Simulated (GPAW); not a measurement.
## SiGe: band structure with r2SCAN

SiGe:

```
CELL_PARAMETERS angstrom
3.90445 0.00000 0.00000
-1.95223 3.38135 0.00000
0.00000 0.00000 6.45078
ATOMIC_POSITIONS crystal
Ge 0.33333 0.66667 0.00039
Ge 0.66667 0.33333 0.50039
Si 0.33333 0.66667 0.37461
Si 0.66667 0.33333 0.87461
```

The cell comes from a database or a generator and needn't be the stable form of this composition.

```
Program             : GPAW 26.7.0
Task                : band structure
Functional          : r2SCAN
Potentials or basis : GPAW PAW data sets (gpaw-data 1.2.1)
Cutoff              : 600 eV
Basis               : pw
k mesh              : 6 × 6 × 4
Occupations         : fermi-dirac, width 0.05 eV
Spin                : no spin polarisation
Maxiter             : 150
Band path           : GMKGALHA,LM,KH
Band points         : 60
```

- Pressure: 0.6 GPa
- Largest force: 0.015 eV/Å
- Band gap on the k mesh: 0.66 eV, indirect (least direct gap 0.78 eV)
- Band gap along the path: 0.66 eV, indirect (least direct gap 0.78 eV)

Forces in eV/Å, atoms in the order of the input:
```
Ge   0.000  0.000  0.015
Ge   0.000  0.000  0.015
Si   0.000  0.000 -0.015
Si   0.000  0.000 -0.015
```

Stress tensor (GPa, compression positive):
```
0.66 0.00 0.00
0.00 0.66 0.00
0.00 0.00 0.47
```

Levels at the corners of the path, in eV from the valence-band top:
| point | band 4 | band 5 | band 6 | band 7 | band 8 | band 9 | band 10 | band 11 | band 12 | band 13 |
| --- | --- | --- | --- | --- | --- | --- | --- | --- | --- | --- |
| Γ | -1.66 | -1.66 | -0.32 | 0.00 | 0.00 | 0.78 | 1.95 | 2.24 | 2.24 | 2.95 |
| M | -6.64 | -4.91 | -3.32 | -3.09 | -1.61 | 0.66 | 2.34 | 3.55 | 3.61 | 4.55 |
| K | -7.36 | -5.40 | -3.76 | -3.76 | -3.51 | 1.27 | 5.24 | 5.24 | 5.98 | 5.98 |
| Γ | -1.66 | -1.66 | -0.32 | 0.00 | 0.00 | 0.78 | 1.95 | 2.24 | 2.24 | 2.95 |
| A | -4.69 | -1.01 | -1.01 | -1.01 | -1.01 | 1.59 | 1.59 | 3.34 | 3.34 | 3.34 |
| L | -7.88 | -2.70 | -2.70 | -2.64 | -2.64 | 0.93 | 0.93 | 2.11 | 2.11 | 6.21 |
| H | -8.08 | -4.67 | -4.67 | -2.21 | -2.21 | 1.68 | 1.68 | 4.11 | 4.11 | 6.23 |
| A | -4.69 | -1.01 | -1.01 | -1.01 | -1.01 | 1.59 | 1.59 | 3.34 | 3.34 | 3.34 |
| L | -7.88 | -2.70 | -2.70 | -2.64 | -2.64 | 0.93 | 0.93 | 2.11 | 2.11 | 6.21 |
| M | -6.64 | -4.91 | -3.32 | -3.09 | -1.61 | 0.66 | 2.34 | 3.55 | 3.61 | 4.55 |
| K | -7.36 | -5.40 | -3.76 | -3.76 | -3.51 | 1.27 | 5.24 | 5.24 | 5.98 | 5.98 |
| H | -8.08 | -4.67 | -4.67 | -2.21 | -2.21 | 1.68 | 1.68 | 4.11 | 4.11 | 6.23 |

It took 3.3 min on 1 thread of Arm Neoverse V2, with other jobs on the host, peak memory 0.41 GiB.

Caveat: the PAW data sets were made with another functional, which shifts forces and pressure a little. r2SCAN opens gaps a little over a GGA but as a rule still falls short of measured ones.
